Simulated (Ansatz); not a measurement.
## MgSe: the gap from level to level

A database entry relaxed whole under r2SCAN at zero pressure (Fm-3m, No. 225):

```yaml
crystal:
  lattice:
    - [0.00000, 2.73667, 2.73667]
    - [2.73667, 0.00000, 2.73667]
    - [2.73667, 2.73667, 0.00000]
  atoms:
    - { symbol: Mg, position: [0.00000, 0.00000, 0.00000] }
    - { symbol: Se, position: [0.50000, 0.50000, 0.50000] }
```

Its volume is 20.50 Å³ an atom, +1.2 % against the entry's 20.25, which is old or was flagged in a check.

Single points on this cell with plane-wave PAW DFT (Ansatz 0.2.0; r2SCAN 500 eV, hybrids 420 eV; fermi-dirac occupations of width 0.020 eV; no moments): r2SCAN on a 10×10×10 Γ-centred mesh; HSE06 on a 8×8×8 Γ-centred mesh; PBE0 on a 8×8×8 Γ-centred mesh.

Question: What does each level give for gap and charges?

Answer: The runs give:

| level | gap (eV), or kind | pressure (GPa) | Bader charge of Mg (e) | Bader charge of Se (e) |
| --- | --- | --- | --- | --- |
| r2SCAN | 2.48 | 0.0 | +1.69 | -1.69 |
| HSE06 | 2.65 | -0.3 | +1.68 | -1.68 |
| PBE0 | 3.34 | -0.3 | +1.68 | -1.68 |

Under r2SCAN the gap is 2.48 eV, over mesh and band path. HSE06 moves it by +0.17 eV and PBE0 by +0.86 eV; PBE0 keeps its exact exchange at long range, which widens the gap over HSE06's by 0.69 eV on their common mesh.

Caveats: the relaxation kept the start's symmetry; HSE06 is read on its mesh and at the zone's corners, PBE0 on its mesh alone; hybrid pressures are good to a few tenths of a GPa; no spin-orbit coupling, which narrows gaps of heavier elements; pressure is positive in compression.
